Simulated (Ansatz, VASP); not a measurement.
Pt: VASP beside Ansatz

```
CELL_PARAMETERS angstrom
4.18885 0.00000 0.00000
0.00000 4.18885 0.00000
0.00000 0.00000 4.18885
ATOMIC_POSITIONS crystal
Pt 0.03000 0.03000 0.03000
Pt 0.47000 0.97000 0.53000
Pt 0.53000 0.47000 0.97000
Pt 0.97000 0.53000 0.47000
```

Alike in both runs: task relaxation of cell and atoms; functional PBE; k mesh 4 × 4 × 4; occupations gaussian, width 0.1 eV; no spin polarisation.

|  | VASP | Ansatz |
| --- | --- | --- |
| version | VASP 6.6.1 | Ansatz 0.2.0 |
| potentials or method | VASP PAW PBE potentials, release 64 (Pt) | scalar-relativistic, plane waves, PAW |
| plane-wave cutoff (eV) | 600 | 420 |
| valence electrons in the cell | 40 | 72 |

Ansatz gave:

```
gap on the k mesh at the Fermi level, each at its own relaxed structure (eV) : none
relaxed volume (Å³/atom)                                                     : 15.59
relaxed cell length with the largest relative difference (Å)                 : 3.966
energy change over the relaxation (meV/atom)                                 : -331
```

Question: Which values does VASP return?

Answer: gap on the k mesh at the Fermi level, each at its own relaxed structure (eV): none; relaxed volume (Å³/atom): 15.56; relaxed cell length with the largest relative difference (Å): 3.963; energy change over the relaxation (meV/atom): -334.

A gap of «none» marks a metal or a gap that the smearing closes. The two sets of potentials don't hold the same shells in valence.

Caveats: the k mesh is coarse (spacing up to 0.37 Å⁻¹), so the values aren't converged; the volume moved by over 15 % at a fixed basis, so the end points are rough (VASP). Spin-orbit coupling is left out, which matters for the levels of Pt.
